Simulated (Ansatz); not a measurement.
# Band gap of Si3N4 (I-43d) from density functionals to GW, part 2 of 2

Aim: the gap of Si3N4 (I-43d) at several levels of theory on one structure, with the time that each takes.

Ansatz 0.2.0; density functionals, hybrids and G0W0, plane waves, PAW. Known limits of the many-body steps: finite bands, screening cutoff and k mesh; no spin-orbit coupling in G0W0.

So far. Step 8 (G0W0@PBE, 4×4×4 mesh, 566 empty bands, screening to 150 …): Over all 8 irreducible mesh points the G0W0 gap is 5.573 eV, from k = (0.000, 0.000, -0.500) to k = (0.250, 0.250, -0.250). The PBE gap of this run on the mesh is 4.126 eV. The two states that bound the G0W0 gap lie that far apart at the start, so the correction of the gap is 5.573 − 4.126 = +1.447 eV.

In doubt: masses and optical values from hybrid runs of this build are listed as unsure (steps 9, 10), which bears on the screening that GW takes from such a start.

**10. G0W0@PBE0, 4×4×4 mesh, 566 empty bands, screening to 150 eV**

This step: G0W0 on PBE0, plane waves, PAW.

The input, input.yaml:

```yaml
crystal:
  lattice:
    - [-3.23735, 3.23735, 3.23735]
    - [3.23735, -3.23735, 3.23735]
    - [3.23735, 3.23735, -3.23735]
  atoms:
    - { symbol: Si, position: [0.25, 0.125, 0.875] }
    - { symbol: Si, position: [0.875, 0.25, 0.125] }
    - { symbol: Si, position: [0.75, 0.375, 0.625] }
    - { symbol: Si, position: [0.625, 0.75, 0.375] }
    - { symbol: Si, position: [0.125, 0.875, 0.25] }
    - { symbol: Si, position: [0.375, 0.625, 0.75] }
    - { symbol: "N", position: [0.5628, 0.5628, 0.5628] }
    - { symbol: "N", position: [0.4372, 0.5, 0.0] }
    - { symbol: "N", position: [0.5, 0.0, 0.9372] }
    - { symbol: "N", position: [0.0, 0.4372, 0.5] }
    - { symbol: "N", position: [0.9372, 0.5, 0.0] }
    - { symbol: "N", position: [0.0628, 0.0628, 0.0628] }
    - { symbol: "N", position: [0.0, 0.9372, 0.5] }
    - { symbol: "N", position: [0.5, 0.0, 0.4372] }
kpoints:
  mp_grid: { grid: [4, 4, 4] }
hamiltonian:
  xc: pbe0
scf:
  occupations: { method: fixed }
gw:
  n_empty_bands: 566
  ecut_chi: 150.0
  qp_bands: [v4, c4]
  qp_kpoints: band_edges
  screening: { model: contour_deformation }
```

The run is started by

```console
$ ansatz run input.yaml --threads 3 --pin off --max-ram 64512MiB --backend cuda --events-out ev --progress --plain --runs-dir out --devices 1 --max-vram 24GiB  # rebuilt from the run's record
```

Run time: 66 s. Hardware: 1 × NVIDIA H100 80GB HBM3 (shared by 3 runs) with 3 threads of AMD EPYC 7R13 (Zen 3), shared host; peak memory 2.2 GiB.

This step gave:

```yaml
bands_summed: 598
rpa_eps_infinity_on_this_mesh_eigenvalues: 3.584, 3.584, 3.584
plane_waves_in_the_screening_matrix: 555
g0w0_gap_over_the_corrected_points: 6.375 eV
k_of_the_valence_top: 0, 0, -0.5
k_of_the_conduction_bottom: 0.25, 0.25, -0.25
starting_gap_on_the_mesh: 6.266 eV
z_at_the_valence_top: 0.8217
z_at_the_conduction_bottom: 0.8622
least_direct_g0w0_gap_over_the_corrected_points: 6.626 eV
```

Over all 8 irreducible mesh points the G0W0 gap is 6.375 eV, from k = (0.000, 0.000, -0.500) to k = (0.250, 0.250, -0.250). The PBE0 gap of this run on the mesh is 6.266 eV. The two states that bound the G0W0 gap lie that far apart at the start, so the correction of the gap is 6.375 − 6.266 = +0.109 eV. G0W0@PBE0 against G0W0@HSE06 with 598 bands: 6.375 − 6.176 = +0.199 eV, with the same mesh, files and cutoffs, and both edges at the same k points.

**11. The ladder**

Each gap is the least one over the points named; times are wall times on shared hosts, not benchmarks. A G0W0 time includes the run's own self-consistent start. Runs with listed points see these and the mesh alone, so an edge that moves elsewhere is missed. Rows marked * are further runs, not shown as steps, whose inputs differ from the G0W0 step on the same start in the columns given; solver thresholds can differ too.

| level | mesh | files, cutoff | bands summed, screening | points | gap (eV) | valence top | conduction bottom | least direct gap (eV) | time |
| --- | --- | --- | --- | --- | --- | --- | --- | --- | --- |
| LDA | 6×6×6 | soft_2 PAW, 420 eV | - | mesh and listed points | 3.918 | (0.000, 0.333, 0.333) | (0.150, -0.150, 0.150) | 4.095 | 3.3 s |
| PBE | 6×6×6 | soft_2 PAW, 420 eV | - | mesh and path | 4.062 | (0.000, 0.333, 0.333) | (0.150, -0.150, 0.150) | 4.243 | 5.7 s |
| r2SCAN | 6×6×6 | soft_2 PAW, 500 eV | - | mesh and listed points | 4.674 | (0.000, 0.333, 0.333) | (0.150, -0.150, 0.150) | 4.857 | 5.1 s |
| HSE06 | 4×4×4 | soft_2 PAW, 420 eV | - | mesh and listed points | 5.475 | (0.000, 0.333, 0.333) | (0.150, -0.150, 0.150) | 5.660 | 29 s |
| PBE0 | 4×4×4 | soft_2 PAW, 420 eV | - | mesh and listed points | 6.233 | (0.000, 0.333, 0.333) | (0.150, -0.150, 0.150) | 6.420 | 33 s |
| DDH-PBE0 | 4×4×4 | soft_2 PAW, 420 eV | - | mesh and listed points | 5.908 | (0.000, 0.333, 0.333) | (0.150, -0.150, 0.150) | 6.094 | 38 s |
| G0W0@PBE* | 4×4×4 | soft_2 PAW, 420 eV | 232, 75 eV | all 8 irreducible mesh points | 5.323 | (0.000, 0.000, -0.500) | (0.250, 0.250, -0.250) | 5.599 | 6.5 s |
| G0W0@PBE | 4×4×4 | soft_2 PAW, 420 eV | 598, 150 eV | all 8 irreducible mesh points | 5.573 | (0.000, 0.000, -0.500) | (0.250, 0.250, -0.250) | 5.822 | 23 s |
| G0W0@HSE06 | 4×4×4 | soft_2 PAW, 420 eV | 598, 150 eV | all 8 irreducible mesh points | 6.176 | (0.000, 0.000, -0.500) | (0.250, 0.250, -0.250) | 6.426 | 65 s |
| G0W0@PBE0 | 4×4×4 | soft_2 PAW, 420 eV | 598, 150 eV | all 8 irreducible mesh points | 6.375 | (0.000, 0.000, -0.500) | (0.250, 0.250, -0.250) | 6.626 | 66 s |

**12. Outcome**

```
LDA, over mesh and listed points                                : 3.918 eV
PBE, over mesh and path                                         : 4.062 eV
r2SCAN, over mesh and listed points                             : 4.674 eV
HSE06, over mesh and listed points                              : 5.475 eV
PBE0, over mesh and listed points                               : 6.233 eV
DDH-PBE0, over mesh and listed points                           : 5.908 eV
G0W0@PBE (598 bands, 4×4×4), over all 8 irreducible mesh points : 5.573 eV
G0W0@HSE06, over all 8 irreducible mesh points                  : 6.176 eV
G0W0@PBE0, over all 8 irreducible mesh points                   : 6.375 eV
known limits                                                    : finite bands, screening cutoff and k mesh; no spin-orbit coupling in G0W0
```

In words: The rows run from 3.918 eV (LDA) to 6.375 eV (G0W0@PBE0). They differ in mesh, plane-wave cutoff, bands and screening cutoff of G0W0 and the points over which the gap was sought as well as in level, so only pairs that share these are like for like. PBE against LDA: 4.062 − 3.918 = +0.144 eV, with the same mesh, files and cutoff, and both edges at the same k points. PBE0 against HSE06: 6.233 − 5.475 = +0.758 eV, with the same mesh, files and cutoff, and both edges at the same k points. DDH-PBE0 against PBE0: 5.908 − 6.233 = −0.325 eV, with the same mesh, files and cutoff, and both edges at the same k points. G0W0@HSE06 against G0W0@PBE with 598 bands: 6.176 − 5.573 = +0.603 eV, with the same mesh, files and cutoffs, and both edges at the same k points. G0W0@PBE0 against G0W0@HSE06 with 598 bands: 6.375 − 6.176 = +0.199 eV, with the same mesh, files and cutoffs, and both edges at the same k points. The dielectric-dependent hybrid took 0.213 of exact exchange, against 0.25 in PBE0. G0W0@PBE (598 bands, 4×4×4) moves the gap of its own start on the mesh by 5.573 − 4.126 = +1.447 eV, between the same two levels. Over mesh and path, PBE puts the valence top at k = (0.000, 0.333, 0.333) and conduction bottom at k = (0.150, -0.150, 0.150), where no G0W0 correction was computed. The G0W0 gap over the whole zone is therefore not known from this run; at its settings it can only be equal to or under the 5.573 eV found, and no correction is carried over from another point. For the start itself the gap is 4.062 eV over mesh and path and 4.126 eV on the mesh of the G0W0 run, in runs that differ in mesh (6×6×6 and 4×4×4). G0W0@HSE06 moves the gap of its own start on the mesh by 6.176 − 5.508 = +0.668 eV, between the same two levels. Over mesh and listed points, HSE06 puts the valence top at k = (0.000, 0.333, 0.333) and conduction bottom at k = (0.150, -0.150, 0.150), where no G0W0 correction was computed. The G0W0 gap over the whole zone is therefore not known from this run; at its settings it can only be equal to or under the 6.176 eV found, and no correction is carried over from another point. For the start itself the gap is 5.475 eV over mesh and listed points and 5.508 eV on the mesh of the G0W0 run. G0W0@PBE0 moves the gap of its own start on the mesh by 6.375 − 6.266 = +0.109 eV, between the same two levels. Over mesh and listed points, PBE0 puts the valence top at k = (0.000, 0.333, 0.333) and conduction bottom at k = (0.150, -0.150, 0.150), where no G0W0 correction was computed. The G0W0 gap over the whole zone is therefore not known from this run; at its settings it can only be equal to or under the 6.375 eV found, and no correction is carried over from another point. For the start itself the gap is 6.233 eV over mesh and listed points and 6.266 eV on the mesh of the G0W0 run. For G0W0@PBE: from 232 bands and 75 eV to 598 bands and 150 eV the gap moves by 5.573 − 5.323 = +0.250 eV; bands and screening cutoff rise together, so their parts are not told apart. Two runs can't test a law of convergence, so the limit is not known. The other G0W0 rows are shown at one basis each (598 bands), so their distance from the limit is not known here. The G0W0 runs are scalar-relativistic. No pair of G0W0 runs that differ in the mesh alone is shown (4×4×4 is a supercell whose nearest images lie 22 Å apart), so the error from the mesh is not known here. G0W0 is shown with one set of atomic data (soft_2 PAW), so the error from the files is not known here.

[Paths, hosts, dates, memory and timing lines, banners, echoed tables and standing remarks are left out of the program output.]

[Logs are printed without paths, hosts, clocks, repeated set-up lines and the standing remarks that a program may print on its own settings, such as how far it seeks lower states.]

[Runs of the session that timed out or met a known fault of the program may be left out.]

[Cells called generated may have been cut or substituted from an entry of the Crystallography Open Database or the Materials Project.]

[Hosts, paths, dates, database ids (printed as entryN), source tags and the programs' standing remarks are cut or masked in the printed files.]

[Where an RPA ε∞ is given, it is that of the G0W0 mesh and is not shown converged in it. Names of k-points follow the symmetry that the program found, which can be lower than the space group named. Band edges on a path are those of the sampled points; other points can move an edge, and change direct to indirect where valleys lie close.]

[Hybrid gaps are those of their k-mesh and are not shown converged in it.]
